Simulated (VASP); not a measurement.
# Sb (R-3m) in VASP: vibrations by finite differences with PBE+D3(BJ)

Aim: the vibrations by finite differences of Sb with PBE+D3(BJ).

Program: VASP 6.6.1. These are calculated values, not measurements. Logs are shortened: lines on timing, memory, paths and dates and some standing lists are left out, and cuts for length are marked.

## Step 1: The structure

Symmetry: R-3m, No. 166, trigonal system. The conventional cell has a = 4.420 Å, b = 4.420 Å, c = 11.105 Å, α = 90.00°, β = 90.00°, γ = 120.00°. Sb (site symmetry 3m) has 3 Sb at 2.92 Å as nearest neighbours.

## Step 2: Vibrations by finite differences, PBE+D3(BJ)

The input, INCAR:

```
SYSTEM = Sb
PREC = Accurate ; ENCUT = 520
EDIFF = 1E-8 ; ISMEAR = 0
SIGMA = 0.02 ; LREAL = .FALSE.
LASPH = .TRUE. ; NELM = 100
ALGO = Normal ; ISIF = 2
LWAVE = .FALSE. ; LCHARG = .FALSE.
GGA = PE ; IVDW = 12
IBRION = 6 ; NFREE = 2
POTIM = 0.015 ; NSW = 1
```

The input, KPOINTS:

```
regular mesh
0
G
  3 3 3
  0 0 0
```

The input, POSCAR:

```
Sb                                      
1.0
    2.2098839591      1.2758770988      3.7017928562
   -2.2098839591      1.2758770988      3.7017928562
    0.0000000000     -2.5517541975      3.7017928562
  Sb            
     2
Direct
     0.2310173631721016    0.2310173631721016    0.2310173631721016
     0.7689826368278984    0.7689826368278984    0.7689826368278984
```

Potentials or basis: VASP PAW PBE potentials, release 64 (Sb).

Launch:

```bash
> cat potpaw_PBE.64/Sb/POTCAR > POTCAR
> mpirun -np 1 vasp_std > vasp.out
```

OUTCAR:

```text
SYSTEM = Sb
   PREC = Accurate
   ENCUT = 520
   EDIFF = 1E-8
   ISMEAR = 0
   LREAL = .FALSE.
   LASPH = .TRUE.
   NELM = 100
   ISIF = 2
   GGA = PE
   IVDW = 12
   IBRION = 6
   NFREE = 2
   POTIM = 0.015
   NSW = 1
 IVDW          = 12

 ion  position               nearest neighbor table
   1  0.231  0.231  0.231-   2 2.92   2 2.92   2 2.92   2 3.42   2 3.42   2 3.42
   2  0.769  0.769  0.769-   1 2.92   1 2.92   1 2.92   1 3.42   1 3.42   1 3.42

  LATTYP: Found a trigonal (rhomboedric) cell.
 ALAT       =     4.4960782727
 COS(alpha) =     0.5168286127

  Lattice vectors:

 A1 = (   2.2098839591,   1.2758770988,   3.7017928562)
 A2 = (  -2.2098839591,   1.2758770988,   3.7017928562)
 A3 = (   0.0000000000,  -2.5517541975,   3.7017928562)

Analysis of symmetry for initial positions (statically):
=====================================================================
 Subroutine PRICEL returns:
 Original cell was already a primitive cell.

 Routine SETGRP: Setting up the symmetry group for a
 trigonal (rhombohedral) supercell.

 Subroutine GETGRP returns: Found 12 space group operations
 (whereof 12 operations were pure point group operations)
 out of a pool of 12 trial point group operations.

The static configuration has the point symmetry D_3d.

Analysis of symmetry for dynamics (positions and initial velocities):
=====================================================================
 Subroutine PRICEL returns:
 Original cell was already a primitive cell.

 Routine SETGRP: Setting up the symmetry group for a
 trigonal (rhombohedral) supercell.

 Subroutine GETGRP returns: Found 12 space group operations
 (whereof 12 operations were pure point group operations)
 out of a pool of 12 trial point group operations.

The dynamic configuration has the point symmetry D_3d.

 Subroutine INISYM returns: Found 12 space group operations
 (whereof 12 operations are pure point group operations),
 and found     1 'primitive' translations

----------------------------------------------------------------------------------------

                                     Primitive cell

  volume of cell :      62.6241

  direct lattice vectors                    reciprocal lattice vectors
     2.209883959  1.275877099  3.701792856     0.226256224  0.130629092  0.090046458
    -2.209883959  1.275877099  3.701792856    -0.226256224  0.130629092  0.090046458
     0.000000000 -2.551754198  3.701792856     0.000000000 -0.261258184  0.090046458

  length of vectors
     4.496078273  4.496078273  4.496078273     0.276340737  0.276340737  0.276340737

  position of ions in fractional coordinates (direct lattice)
     0.231017363  0.231017363  0.231017363
     0.768982637  0.768982637  0.768982637

  ion indices of the primitive-cell ions
   primitive index   ion index
                 1           1
                 2           2

----------------------------------------------------------------------------------------

 KPOINTS: regular mesh

Automatic generation of k-mesh.
 Grid dimensions read from file:
 generate k-points for:    3    3    3

 Generating k-lattice:

  Cartesian coordinates                     Fractional coordinates (reciprocal lattice)
     0.075418741  0.043543031  0.030015486     0.333333333  0.000000000  0.000000000
    -0.075418741  0.043543031  0.030015486     0.000000000  0.333333333  0.000000000
     0.000000000 -0.087086061  0.030015486    -0.000000000 -0.000000000  0.333333333

  Length of vectors
     0.092113579  0.092113579  0.092113579

  Shift w.r.t. Gamma in fractional coordinates (k-lattice)
     0.000000000  0.000000000  0.000000000

 Subroutine IBZKPT returns following result:
 ===========================================

 Found      6 irreducible k-points:

 Following reciprocal coordinates:
            Coordinates               Weight
  0.000000  0.000000  0.000000      1.000000
  0.333333  0.000000 -0.000000      6.000000
  0.333333  0.333333 -0.000000      6.000000
 -0.333333  0.333333  0.000000      6.000000
  0.333333  0.333333  0.333333      2.000000
 -0.333333  0.333333  0.333333      6.000000
   k-points           NKPTS =      6   k-points in BZ     NKDIM =      6   number of bands    NBANDS=      9
   number of dos      NEDOS =    301   number of ions     NIONS =      2
   total plane-waves  NPLWV =  46656
   dimension x,y,z NGX =    36 NGY =   36 NGZ =   36
   dimension x,y,z NGXF=    72 NGYF=   72 NGZF=   72
   ions per type =               2
   NGX,Y,Z   is equivalent  to a cutoff of  13.31, 13.31, 13.31 a.u.
   NGXF,Y,Z  is equivalent  to a cutoff of  26.62, 26.62, 26.62 a.u.
 SYSTEM =  Sb
   PREC   = accura    normal or accurate (medium, high low for compatibility)
   ISTART =      0    job   : 0-new  1-cont  2-samecut
   ICHARG =      2    charge: 1-file 2-atom 10-const
   ISPIN  =      1    spin polarized calculation?
   LNONCOLLINEAR =      F non collinear calculations
   LSORBIT =      F    spin-orbit coupling
   LASPH  =      T    aspherical Exc in radial PAW
   ENCUT  =  520.0 eV  38.22 Ry    6.18 a.u.   8.36  8.36  8.36*2*pi/ulx,y,z
   NELM   =    100;   NELMIN=  2; NELMDL= -5     # of ELM steps
   EDIFF  = 0.1E-07   stopping-criterion for ELM
   LREAL  =      F    real-space projection
   EDIFFG = 0.1E-06   stopping-criterion for IOM
   NSW    =     61    number of steps for IOM
   IBRION =      6    ionic relax: 0-MD 1-quasi-New 2-CG
   NFREE  =      2    steps in history (QN), initial steepest desc. (CG)
   ISIF   =      2    stress and relaxation
   ISYM   =      2    0-nonsym 1-usesym 2-fastsym
   POTIM  = 0.0150    time-step for ionic-motion
   TEBEG  =    0.0;   TEEND  =   0.0 temperature during run
   PSTRESS=    0.0 pullay stress
   NELECT =      10.0000    total number of electrons
   NUPDOWN=      -1.0000    fix difference up-down
   EMIN   =  10.00;   EMAX   =-10.00  energy-range for DOS
   EFERMI =   0.00;   METHOD = LEGACY
   ISMEAR =     0;   SIGMA  =   0.02  broadening in eV -4-tet -1-fermi 0-gaus
   EFERMI_NEDOS =   21; number of points for ismear=-14 and -15
   IALGO  =     38    algorithm
   IMIX   =      4    mixing-type and parameters
     AMIX     =   0.40;   BMIX     =  1.00
     AMIX_MAG =   1.60;   BMIX_MAG =  1.00
  volume/ion in A,a.u.               =      31.31       211.30
  Fermi-wavevector in a.u.,A,eV,Ry     =   0.888166  1.678391 10.732810  0.788839
  Thomas-Fermi vector in A             =   2.009560
   LORBIT       =      0    0 simple, 1 ext, 2 COOP (PROOUT), +10 PAW based schemes
   GGA     = PE    functional components
   LHFCALC =     F    Hartree Fock is set to
   AEXX    =    0.0000 exact exchange contribution
   IVDW    =    12    specifies the selected vdW correction
   LEPSILON=     F    determine dielectric tensor
   LRPA    =     F    only Hartree local field effects (RPA)
 finite differences with symmetry
 non-spin polarized calculation
 Gauss-broadening in eV      SIGMA  =   0.02
  energy-cutoff  :      520.00
  volume of cell :       62.62
 maximum number of plane-waves:      1699
 NGX is ok and might be reduce to    36
   NGX = 17   NGY = 17   NGZ = 17

--------------------------------------- Ionic step        1  -------------------------------------------

 number of electron      10.0000000 magnetization

 Free energy of the ion-electron system (eV)
  ---------------------------------------------------
  ext. energy  EPLUGINS =         0.00000000
  ---------------------------------------------------
  free energy    TOTEN  =        -8.40647995 eV

  energy without entropy =       -8.40647995  energy(sigma->0) =       -8.40647995

------------------------ aborting loop because EDIFF is reached ----------------------------------------

 Edisp (eV)   -0.91065

 E8    (eV) :    -0.4250

  FORCE on cell =-STRESS in cart. coord.  units (eV):
  Direction    XX          YY          ZZ          XY          YZ          ZX
  --------------------------------------------------------------------------------------
  -------------------------------------------------------------------------------------
  Total      -0.40511    -0.40511    -0.31709     0.00000    -0.00000    -0.00000
  in kB     -10.36433   -10.36433    -8.11249     0.00000    -0.00000    -0.00000
  external pressure =       -9.61 kB  Pullay stress =        0.00 kB
[... 141 lines left out ...]
  energy  without entropy=       -9.3166134882  energy(sigma->0) =       -9.31661349

--------------------------------------- Ionic step        5  -------------------------------------------

 number of electron      10.0000000 magnetization

 Free energy of the ion-electron system (eV)
  ---------------------------------------------------
  ext. energy  EPLUGINS =         0.00000000
  ---------------------------------------------------
  free energy    TOTEN  =        -8.40592867 eV

  energy without entropy =       -8.40592867  energy(sigma->0) =       -8.40592867

 E-fermi :   6.1749     XC(G=0):  -9.3712

 val. band max:        6.0326462289   @ k =   0.3333   0.0000  -0.0000
 cond. band min:       7.4468782363   @ k =   0.3333   0.0000  -0.0000
 fundamental gap:      1.4142320074
 Fermi energy:         6.1749159436

 k-point     1 :       0.0000    0.0000    0.0000
  band No.  band energies     occupation
      1      -5.6261      2.00000
      2       1.9265      2.00000
      3       4.9169      2.00000
      4       4.9169      2.00000
      5       5.2449      2.00000
      6       8.7064      0.00000
      7       9.4658      0.00000
      8       9.4658      0.00000
      9      11.8641      0.00000
[... 91 lines left out ...]
  FREE ENERGIE OF THE ION-ELECTRON SYSTEM (eV)
  ---------------------------------------------------
  free  energy   TOTEN  =        -9.3166024264 eV

  energy  without entropy=       -9.3166024264  energy(sigma->0) =       -9.31660243

 INTERNAL STRAIN TENSORS FROM DISPLACED ATOMS
 ============================================

 INTERNAL STRAIN TENSOR FOR ION    1 for displacements in x,y,z  (eV/Angst):
          X           Y           Z          XY          YZ          ZX
  --------------------------------------------------------------------------------
  x     0.00000    -0.00000    -0.00000     4.11253     0.00000    -6.33469
  y     4.11253    -4.11253    -0.00000     0.00000    -6.33469    -0.00000
  z    -4.38657    -4.38657    -3.53548    -0.00000    -0.00000     0.00000

 INTERNAL STRAIN TENSOR FOR ION    2 for displacements in x,y,z  (eV/Angst):
          X           Y           Z          XY          YZ          ZX
  --------------------------------------------------------------------------------
  x     0.00000     0.00000     0.00000    -4.11253     0.00000     6.33469
  y    -4.11253     4.11253     0.00000     0.00000     6.33469     0.00000
  z     4.38657     4.38657     3.53548     0.00000     0.00000     0.00000

 Eigenvectors and eigenvalues of the dynamical matrix
 ----------------------------------------------------

   1 f  =    4.326509 THz    27.184259 2PiTHz  144.316810 cm-1    17.892996 meV
             X         Y         Z           dx          dy          dz
      0.000000  0.000000  2.565535     0.000000    0.000000    0.707107
      0.000000  0.000000  8.539843    -0.000000   -0.000000   -0.707107

   2 f  =    3.172277 THz    19.932005 2PiTHz  105.815774 cm-1    13.119478 meV
             X         Y         Z           dx          dy          dz
      0.000000  0.000000  2.565535    -0.000000   -0.707107    0.000000
      0.000000  0.000000  8.539843     0.000000    0.707107   -0.000000

   3 f  =    3.172277 THz    19.932005 2PiTHz  105.815774 cm-1    13.119478 meV
             X         Y         Z           dx          dy          dz
      0.000000  0.000000  2.565535     0.707107   -0.000000    0.000000
      0.000000  0.000000  8.539843    -0.707107    0.000000    0.000000

   4 f  =    0.000000 THz     0.000000 2PiTHz    0.000000 cm-1     0.000000 meV
             X         Y         Z           dx          dy          dz
      0.000000  0.000000  2.565535     0.707107    0.000000    0.000000
      0.000000  0.000000  8.539843     0.707107    0.000000    0.000000

   5 f/i=    0.000000 THz     0.000000 2PiTHz    0.000002 cm-1     0.000000 meV
             X         Y         Z           dx          dy          dz
      0.000000  0.000000  2.565535     0.000000   -0.587303   -0.393796
      0.000000  0.000000  8.539843     0.000000   -0.587303   -0.393796

   6 f/i=    0.000000 THz     0.000000 2PiTHz    0.000002 cm-1     0.000000 meV
             X         Y         Z           dx          dy          dz
      0.000000  0.000000  2.565535    -0.000000    0.393796   -0.587303
      0.000000  0.000000  8.539843    -0.000000    0.393796   -0.587303

 ELASTIC MODULI CONTR FROM IONIC RELAXATION (kBar)
 Direction    XX          YY          ZZ          XY          YZ          ZX
 --------------------------------------------------------------------------------
 XX        -278.2126     67.0403    -85.1002     -0.0000    265.9031      0.0000
 YY          67.0403   -278.2126    -85.1002      0.0000   -265.9031     -0.0000
 ZZ         -85.1002    -85.1002    -68.5889      0.0000     -0.0000     -0.0000
 XY          -0.0000      0.0000      0.0000   -172.6264      0.0000    265.9031
 YZ         265.9031   -265.9031     -0.0000      0.0000   -409.5806     -0.0000
 ZX           0.0000     -0.0000     -0.0000    265.9031     -0.0000   -409.5807
 --------------------------------------------------------------------------------
```

It took 30 s on 1 thread of Intel Xeon Platinum 8488C (Sapphire Rapids), shared host; peak memory 0.21 GiB.

Results:

| Property | Result |
| --- | --- |
| Highest phonon frequency at Γ | 144 cm⁻¹ |
| Dispersion energy per atom | -0.455 eV |

Phonon frequencies in cm⁻¹ (negative: imaginary):
| q point | frequencies |
| --- | --- |
| (0.000, 0.000, 0.000) | 0 0 0 106 106 144 |

Caveat: the k mesh is coarse (spacing up to 0.58 Å⁻¹), so the values aren't converged. The run has no spin-orbit coupling, so splittings on Sb are missing.
